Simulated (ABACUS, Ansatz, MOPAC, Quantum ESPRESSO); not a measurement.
# The equilibrium volume of KMgF3, sorted by core time

```xyz
5
Lattice="3.9859 0.0000 0.0000 0.0000 3.9859 0.0000 0.0000 0.0000 3.9859" Properties=species:S:1:pos:R:3 pbc="T T T"
K     1.9929    1.9929    1.9929
Mg    0.0000    0.0000    0.0000
F     0.0000    0.0000    1.9929
F     0.0000    1.9929    0.0000
F     1.9929    0.0000    0.0000
```

```csv
rung,level,program and potentials,cutoff (eV),k mesh,smearing,task,core time,chip,equilibrium volume (Å³/atom),notes
tight binding or semi-empirical,PM7,"MOPAC, the method's own minimal valence basis",-,1 × 1 × 1,none,equation of state,6.6 s,Arm Neoverse V2,12.23,coarse mesh; Γ point of a 2 × 2 × 2 supercell
meta-GGA,r2SCAN,"Ansatz, Ansatz PAW",500,7 × 7 × 7,fermi-dirac 0.05,relaxation of cell and atoms,11 s,Intel Xeon Platinum 8488C Sapphire Rapids,12.62,"potentials made for PBE, which Ansatz adapts in part"
GGA,PBE,"Ansatz, Ansatz PAW",420,7 × 7 × 7,fermi-dirac 0.05,equation of state,12 s,Intel Xeon Platinum 8375C Ice Lake,13.33,-
GGA,PBE,"Quantum ESPRESSO, SSSP 1.3 efficiency PBE",816,7 × 7 × 7,fermi-dirac 0.05,equation of state,4.2 min,Arm Neoverse V1,13.28,-
GGA,PBE,"ABACUS, PseudoDojo NC SR 0.4.1 PBE standard, plane waves",1143,7 × 7 × 7,fermi-dirac 0.05,equation of state,7.1 min,Intel Xeon Platinum 8259CL Skylake/Cascade Lake,(a),-
```

Times are single runs on shared hosts and different chips, so they are rough; meshes, cutoffs and the tasks' sizes weigh on the time. All rows: no spin polarisation. Smearing widths are in eV. Meshes differ between rows, which moves values too. Meshes are those of the run's cell of 5 atoms unless a note names another. Relaxations start from the cell shown or near it and stop with a little pressure left. Runs on faulty files, with rough fits or with known faults for this quantity aren't shown. No row holds spin-orbit coupling.

Task: Estimate the value left out from the other rows.

Result: (a) 13.30 Å³/atom.
